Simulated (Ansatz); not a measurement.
# One crystal, many levels of theory: NaSrI3 (cubic perovskite) (Pm-3m), part 2 of 2

Aim: the gap of NaSrI3 (cubic perovskite) (Pm-3m) at several levels of theory on one structure, with the time that each takes.

Ansatz 0.2.0; density functionals, hybrids and G0W0, plane waves, PAW. Known limits of the many-body steps: finite bands, screening cutoff and k mesh; no spin-orbit coupling in G0W0; screening cutoff under 40 eV in some runs.

So far. Step 6 (PBE0 on the 2×2×2 mesh): Over mesh and listed points the gap is 4.026 eV, from k = (0.500, 0.500, 0.500) to k = Γ. The least direct gap found is 4.335 eV, at k = Γ. PBE0 against HSE06: 4.026 − 3.333 = +0.693 eV, with the same mesh, files and cutoff, and both edges at the same k points. Step 7 (G0W0@PBEsol, 2×2×2 mesh, 747 empty bands, screening to …): Over all 4 irreducible mesh points the G0W0 gap is 4.169 eV, from k = (-0.500, -0.500, -0.500) to k = Γ.

The structure was built from a prototype and need not be the compound's stable phase.

In doubt: masses and optical values from hybrid runs of this build are listed as unsure (steps 8, 9), which bears on the screening that GW takes from such a start.

### Step 8. G0W0@HSE06, 2×2×2 mesh, 747 empty bands, screening to 120 eV

This step: G0W0 on HSE06, plane waves, PAW.

The input, input.yaml:

```yaml
crystal:
  lattice:
    - [6.3036929043, 0.0, 0.0]
    - [0.0, 6.3036929043, 0.0]
    - [0.0, 0.0, 6.3036929043]
  atoms:
    - { symbol: Na, position: [0.0, 0.0, 0.0] }
    - { symbol: Sr, position: [0.5, 0.5, 0.5] }
    - { symbol: I, position: [0.5, 0.5, 0.0] }
    - { symbol: I, position: [0.5, 0.0, 0.5] }
    - { symbol: I, position: [0.0, 0.5, 0.5] }
kpoints:
  mp_grid: { grid: [2, 2, 2] }
hamiltonian:
  xc: hse06
scf:
  occupations: { method: fixed }
gw:
  n_empty_bands: 747
  ecut_chi: 120.0
  qp_bands: [v2, c2]
  qp_kpoints: band_edges
  screening: { model: contour_deformation }
```

Launch:

```sh
ansatz run input.yaml --threads 4 --pin off --max-ram 17510MiB --backend cpu --events-out ev --progress --plain --runs-dir out
```

Numbers of over 12 decimals in the logs are rounded to 6 here.

Output:

```text
[...]
Crystal: 5 atoms, lattice volume = 250.487 Å³
Basis set: ecut = 420 eV, 4945 PW (Γ)
Bands: 42, of which v1, the nominal top of the filled ones, is band 35 counted from 1 (34 counted from 0)
Symmetry: 48 space group operations
[...]
k-points: 4 of 8
[...]
SCF iter   1: F=—  HF=-27575.835122 eV  |F-HF|=—  |Δ(HF+E_count)|=         —  Δρ=6.59e-4  dr2=2.08e-3  ethr=1.77e-3  ⟨swp⟩=13.2  Hψ=786  notcnv=0
[...]
1    36      6.0201    -3.2430    -2.6206    -6.3705  0.8499     6.5303     6.5269  root
     1    37      6.7789    -4.9666    -3.4319    -8.9717  0.8327     7.3558     7.3520  root
[...]
3    34      1.5107   -17.4241     1.3504   -15.0553  0.8071     0.4778     0.4924  root
     3    35      1.5107   -17.4241     1.3504   -15.0553  0.8071     0.4778     0.4924  root
     3    36      5.2564    -1.9400    -2.4908    -4.8781  0.8590     5.7060     5.7036  root
     3    37      8.3182    -3.9619    -3.1148    -7.4684  0.8395     8.7118     8.7099  root
[key lines of the parts left out:]
Free energy (F): -27593.133497 eV
Fermi energy:    1.510732 eV
```

Run time: 9.1 min. Hardware: 4 threads of Arm Neoverse V1, shared host; peak memory 3.2 GiB.

This step gave:

- bands summed: 782
- RPA ε∞ on this mesh (eigenvalues): 2.681, 2.681, 2.681
- plane waves in the screening matrix: 739
- G0W0 gap over the corrected points: 4.731 eV
- k of the valence top: -0.5, -0.5, -0.5
- k of the conduction bottom: 0, 0, 0
- starting gap on the mesh: 3.333 eV
- Z at the valence top: 0.8071
- Z at the conduction bottom: 0.8601
- least direct G0W0 gap over the corrected points: 5.044 eV

Over all 4 irreducible mesh points the G0W0 gap is 4.731 eV, from k = (-0.500, -0.500, -0.500) to k = Γ. The HSE06 gap of this run on the mesh is 3.333 eV. The two states that bound the G0W0 gap lie that far apart at the start, so the correction of the gap is 4.731 − 3.333 = +1.398 eV. G0W0@HSE06 against G0W0@PBEsol with 782 bands: 4.731 − 4.169 = +0.562 eV, with the same mesh, files and cutoffs, and both edges at the same k points.

### Step 9. G0W0@PBE0, 2×2×2 mesh, 747 empty bands, screening to 120 eV

This step: G0W0 on PBE0, plane waves, PAW.

Changes to input.yaml since step 8:

```diff
@@ -14,3 +14,3 @@
 hamiltonian:
-  xc: hse06
+  xc: pbe0
 scf:
```

Output:

```text
[...]
Crystal: 5 atoms, lattice volume = 250.487 Å³
Basis set: ecut = 420 eV, 4945 PW (Γ)
Bands: 42, of which v1, the nominal top of the filled ones, is band 35 counted from 1 (34 counted from 0)
Symmetry: 48 space group operations
[...]
k-points: 4 of 8
[...]
SCF iter   1: F=—  HF=-27575.835128 eV  |F-HF|=—  |Δ(HF+E_count)|=         —  Δρ=6.51e-4  dr2=2.05e-3  ethr=1.77e-3  ⟨swp⟩=13.2  Hψ=786  notcnv=0
[...]
1    36      6.3648    -3.2203    -2.5021    -6.0020  0.8639     6.6453     6.6445  root
     1    37      7.1279    -4.9476    -3.3035    -8.5934  0.8452     7.4713     7.4702  root
[...]
3    34      1.1397   -17.4170     1.2196   -15.4105  0.8221     0.3461     0.3529  root
     3    35      1.1397   -17.4170     1.2196   -15.4105  0.8221     0.3461     0.3529  root
     3    36      5.5875    -1.9332    -2.3796    -4.5396  0.8717     5.8148     5.8142  root
     3    37      8.6557    -3.9605    -2.9956    -7.1269  0.8524     8.8268     8.8265  root
[key lines of the parts left out:]
Free energy (F): -27590.425549 eV
Fermi energy:    1.139679 eV
```

It took 8.4 min on 4 threads; peak memory 3.2 GiB.

Numbers from this step:

```
bands summed                                    : 782
RPA ε∞ on this mesh (eigenvalues)               : 2.533, 2.533, 2.533
plane waves in the screening matrix             : 739
G0W0 gap over the corrected points              : 4.977 eV
k of the valence top                            : -0.5, -0.5, -0.5
k of the conduction bottom                      : 0, 0, 0
starting gap on the mesh                        : 4.026 eV
Z at the valence top                            : 0.8221
Z at the conduction bottom                      : 0.8724
least direct G0W0 gap over the corrected points : 5.289 eV
```

Over all 4 irreducible mesh points the G0W0 gap is 4.977 eV, from k = (-0.500, -0.500, -0.500) to k = Γ. The PBE0 gap of this run on the mesh is 4.026 eV. The two states that bound the G0W0 gap lie that far apart at the start, so the correction of the gap is 4.977 − 4.026 = +0.951 eV. G0W0@PBE0 against G0W0@HSE06 with 782 bands: 4.977 − 4.731 = +0.246 eV, with the same mesh, files and cutoffs, and both edges at the same k points. The program's warnings for this run: coarse exchange mesh.

### Step 10. All levels together

Each gap is the least one over the points named; times are wall times on shared hosts, not benchmarks. A G0W0 time includes the run's own self-consistent start. Runs with listed points see these and the mesh alone, so an edge that moves elsewhere is missed. Rows marked * are further runs, not shown as steps, whose inputs differ from the G0W0 step on the same start in the columns given; solver thresholds can differ too. Symmetry makes (0.500, 0.500, 0.500) and (-0.500, -0.500, -0.500) one point.

| level | mesh | files, cutoff | bands summed, screening | points | gap (eV) | valence top | conduction bottom | least direct gap (eV) | time |
| --- | --- | --- | --- | --- | --- | --- | --- | --- | --- |
| PBEsol | 4×4×4 | soft_2 PAW, 420 eV | - | mesh and path | 2.430 | (0.500, 0.500, 0.500) | Γ | 2.708 | 6.1 s |
| PBEsol+SOC | 4×4×4 | soft_2 PAW, 420 eV | - | mesh and listed points | 2.219 | (0.500, 0.500, 0.500) | Γ | 2.376 | 22 s |
| r2SCAN | 4×4×4 | soft_2 PAW, 500 eV | - | mesh and listed points | 3.085 | (0.500, 0.500, 0.500) | Γ | 3.373 | 6.3 s |
| HSE06 | 2×2×2 | soft_2 PAW, 420 eV | - | mesh and listed points | 3.333 | (0.500, 0.500, 0.500) | Γ | 3.638 | 27 s |
| PBE0 | 2×2×2 | soft_2 PAW, 420 eV | - | mesh and listed points | 4.026 | (0.500, 0.500, 0.500) | Γ | 4.335 | 26 s |
| G0W0@PBEsol* | 2×2×2 | soft_2 PAW, 420 eV | 157, 36 eV | all 4 irreducible mesh points | 3.697 | (-0.500, -0.500, -0.500) | Γ | 3.997 | 7.2 s |
| G0W0@PBEsol* | 2×2×2 | soft_2 PAW, 420 eV | 382, 72 eV | all 4 irreducible mesh points | 3.975 | (-0.500, -0.500, -0.500) | Γ | 4.273 | 25 s |
| G0W0@PBEsol | 2×2×2 | soft_2 PAW, 420 eV | 782, 120 eV | all 4 irreducible mesh points | 4.169 | (-0.500, -0.500, -0.500) | Γ | 4.468 | 2 min |
| G0W0@HSE06 | 2×2×2 | soft_2 PAW, 420 eV | 782, 120 eV | all 4 irreducible mesh points | 4.731 | (-0.500, -0.500, -0.500) | Γ | 5.044 | 9.1 min |
| G0W0@PBE0 | 2×2×2 | soft_2 PAW, 420 eV | 782, 120 eV | all 4 irreducible mesh points | 4.977 | (-0.500, -0.500, -0.500) | Γ | 5.289 | 8.4 min |

### Step 11. Outcome

```yaml
pbesol_over_mesh_and_path: 2.430 eV
pbesol_soc_over_mesh_and_listed_points: 2.219 eV
r2scan_over_mesh_and_listed_points: 3.085 eV
hse06_over_mesh_and_listed_points: 3.333 eV
pbe0_over_mesh_and_listed_points: 4.026 eV
g0w0_pbesol_782_bands_2x2x2_over_all_4_irreducible_mesh_points: 4.169 eV
g0w0_hse06_over_all_4_irreducible_mesh_points: 4.731 eV
g0w0_pbe0_over_all_4_irreducible_mesh_points: 4.977 eV
known_limits: finite bands, screening cutoff and k mesh; no spin-orbit coupling in G0W0; screening cutoff under 40 eV in some runs
```

What this shows: The rows run from 2.219 eV (PBEsol+SOC) to 4.977 eV (G0W0@PBE0). They differ in mesh, plane-wave cutoff, bands and screening cutoff of G0W0 and the points over which the gap was sought as well as in level, so only pairs that share these are like for like. PBEsol+SOC against PBEsol: 2.219 − 2.430 = −0.211 eV, with the same mesh, set of files (read in its fully relativistic form for the spin-orbit run) and cutoff, and both edges at the same k points. The spin-orbit run sees mesh and listed points alone, so its gap is an upper bound: the coupling can move an edge off these points, and the change over the zone, its sign included where it is small, is not known. PBE0 against HSE06: 4.026 − 3.333 = +0.693 eV, with the same mesh, files and cutoff, and both edges at the same k points. G0W0@HSE06 against G0W0@PBEsol with 782 bands: 4.731 − 4.169 = +0.562 eV, with the same mesh, files and cutoffs, and both edges at the same k points. G0W0@PBE0 against G0W0@HSE06 with 782 bands: 4.977 − 4.731 = +0.246 eV, with the same mesh, files and cutoffs, and both edges at the same k points. G0W0@PBEsol (782 bands, 2×2×2) moves the gap of its own start on the mesh by 4.169 − 2.423 = +1.746 eV, between the same two levels. Both edges that PBEsol shows over mesh and path lie at k points where levels were corrected. Levels at other points were not corrected, so a lower G0W0 gap elsewhere in the zone is not ruled out. G0W0@HSE06 moves the gap of its own start on the mesh by 4.731 − 3.333 = +1.398 eV, between the same two levels. Both edges that HSE06 shows over mesh and listed points lie at k points where levels were corrected. Levels at other points were not corrected, so a lower G0W0 gap elsewhere in the zone is not ruled out. G0W0@PBE0 moves the gap of its own start on the mesh by 4.977 − 4.026 = +0.951 eV, between the same two levels. Both edges that PBE0 shows over mesh and listed points lie at k points where levels were corrected. Levels at other points were not corrected, so a lower G0W0 gap elsewhere in the zone is not ruled out. What spin-orbit coupling does to the G0W0 levels was not computed, so no sum with the G0W0 gap is formed. For G0W0@PBEsol: from 157 bands and 36 eV to 782 bands and 120 eV the gap moves by 4.169 − 3.697 = +0.472 eV (rung by rung 3.697, 3.975, 4.169 eV); bands and screening cutoff rise together, so their parts are not told apart. A line in one over the bands through the two highest rungs gives 4.169 + (4.169 − 3.975) × 382 / (782 − 382) = 4.354 eV, and through the pair below 3.975 + (3.975 − 3.697) × 157 / (382 − 157) = 4.169 eV. The two differ by 0.185 eV, not under the 0.030 eV asked, so the law does not hold well over these rungs and the limit is not known. The other G0W0 rows are shown at one basis each (782 bands), so their distance from the limit is not known here. For G0W0@PBE0: the program's warnings for this run: coarse exchange mesh. The G0W0 runs are scalar-relativistic. This is the ideal cubic cell; tilts or off-centring, which many perovskites show locally, are not in it. No pair of G0W0 runs that differ in the mesh alone is shown (2×2×2 is a supercell whose nearest images lie 13 Å apart), so the error from the mesh is not known here. G0W0@PBEsol runs of this series with other atomic data on the same mesh, not shown as steps, give 4.231 eV (hard PAW, 700 eV, 1143 bands, screening to 156 eV); where bands and cutoffs differ too, the part of the files is not isolated. A screening cutoff under 40 eV is crude: G0W0@PBEsol with 157 bands at 36 eV.

[Paths, hosts, dates, memory and timing lines, banners, echoed tables and standing remarks are left out of the program output.]

[Logs are printed without paths, hosts, clocks, repeated set-up lines and the standing remarks that a program may print on its own settings, such as how far it seeks lower states.]

[Runs of the session that timed out or met a known fault of the program may be left out.]

[Cells called generated may have been cut or substituted from an entry of the Crystallography Open Database or the Materials Project.]

[Hosts, paths, dates, database ids (printed as entryN), source tags and the programs' standing remarks are cut or masked in the printed files.]

[Where an RPA ε∞ is given, it is that of the G0W0 mesh and is not shown converged in it. Names of k-points follow the symmetry that the program found, which can be lower than the space group named. Band edges on a path are those of the sampled points; other points can move an edge, and change direct to indirect where valleys lie close.]

[Hybrid gaps are those of their k-mesh and are not shown converged in it.]
